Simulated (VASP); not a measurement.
W:

```
W
1.0
     0.00000    2.03000    2.03000
     2.03000    0.00000    2.03000
     2.03000    2.03000    0.00000
W
1
Direct
  0.00000 0.00000 0.00000
```

This isn't the form of W at room conditions, which is bcc.

| Quantity | Value |
| --- | --- |
| Program | VASP 6.6.1 |
| Task | relaxation of cell and atoms |
| Functional | rev-vdW-DF2 |
| Potentials or basis | VASP PAW PBE potentials, release 64 (W_sv) |
| Cutoff | 600 eV |
| k mesh | 11 × 11 × 11 |
| Occupations | fermi-dirac, width 0.05 eV |
| Spin | no spin polarisation |

At the start: pressure -8.0 GPa; volume 16.73 Å³/atom.

How do energy, volume and symmetry change on relaxing?

Over 4 steps the energy falls by 12.0 meV/atom and the volume is 16.27 Å³/atom (-2.8 %); space group Fm-3m (No. 225, to 0.05 Å).

The path:
| step | energy change (eV) | largest force (eV/Å) | pressure (GPa) | volume (Å³) |
| --- | --- | --- | --- | --- |
| 1 | 0.0000 | 0.0000 | -8.05 | 16.73 |
| 2 | 0.1392 | 0.0000 | 35.08 | 14.78 |
| 3 | -0.0120 | 0.0000 | -0.41 | 16.29 |
| 4 | -0.0120 | 0.0000 | -0.05 | 16.27 |

Final structure:
```xyz
1
Lattice="0.0000 2.0111 2.0111 2.0111 0.0000 2.0111 2.0111 2.0111 0.0000" Properties=species:S:1:pos:R:3 pbc="T T T"
W     2.0111    0.0000    2.0111
```

Caveat: the PAW data sets were made with another functional, which shifts forces and pressure a little.
